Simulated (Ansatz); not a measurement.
# P: the cost of one run

Computed with Ansatz 0.2.0 (DFT PBEsol, scalar-relativistic, plane waves, PAW, unless a step's input says otherwise).

1 further run of the same task is left out (it didn't finish). Runs told in other sessions of the task aren't counted.

## (1) The starting structure

It takes space group P4/mmm (No. 123, tetragonal). The conventional cell has a = 2.435 Å, b = 2.435 Å, c = 2.396 Å, α = 90.00°, β = 90.00°, γ = 90.00°. P (site symmetry 4/mmm) is surrounded by 6 P at 2.40 to 2.43 Å.

As a file:

```cif
data_structure
_symmetry_space_group_name_H-M 'P 1'
_symmetry_Int_Tables_number 1
_cell_length_a 2.4347
_cell_length_b 2.4346
_cell_length_c 4.7930
_cell_angle_alpha 90.000
_cell_angle_beta 89.995
_cell_angle_gamma 90.000
_cell_volume 28.41
loop_
_atom_site_label
_atom_site_type_symbol
_atom_site_fract_x
_atom_site_fract_y
_atom_site_fract_z
_atom_site_occupancy
P1 P 0.00000 0.00000 0.25000 1
P2 P 0.00000 0.00000 0.75000 1
```

It goes back to an entry of the Materials Project, which need not be the stable form.

This cell was relaxed beforehand with the same method: volume 14.21 Å³/atom, gap on the mesh none (metal).

## (2) Zero of energy

Reference values: F = -1480.1154 eV; pressure -0.25 GPa; largest force 0.000 eV/Å; gap on the mesh none (metal). It was computed beforehand with the settings of the runs below.

## (3) Next: an energy map of one atom

Atom 1 (P) is moved by p along (0.000, 1.000, 0.000) and q along (0.000, 0.000, 1.000) (Å), all else fixed; its images in the other cells move with it. Points alike by symmetry are run once.

## (4) Point p = -0.200, q = -0.200

The input, input.yaml:

```yaml
crystal:
  lattice:
    - [2.4347371633, 0.0, 0.0052449062]
    - [0.0, 2.4346254889, 0.0]
    - [-0.009902207, 0.0, 4.7929475527]
  atoms:
    - { symbol: P, position: [-0.0001697092, -0.0821481583, 0.2082722098] }
    - { symbol: P, position: [1.0, 0.0, 0.75] }
basis:
  ecutwfc: 420
kpoints:
  mp_grid: { grid: [24, 24, 12] }
hamiltonian:
  xc: pbesol
scf:
  occupations: { method: gaussian, width: 0.15 }
output:
  forces: true
  stress: true
  eigenvalues: true
```

On the command line:

```
ansatz run input.yaml --threads 2 --pin off --max-ram 5120MiB --backend cpu --events-out ev --progress --plain --runs-dir out
```

Q: Estimate wall time and peak memory on 2 threads of Intel Xeon Platinum 8488C (Sapphire Rapids), shared host.

About 19 s, with a peak of 1.2 GiB.
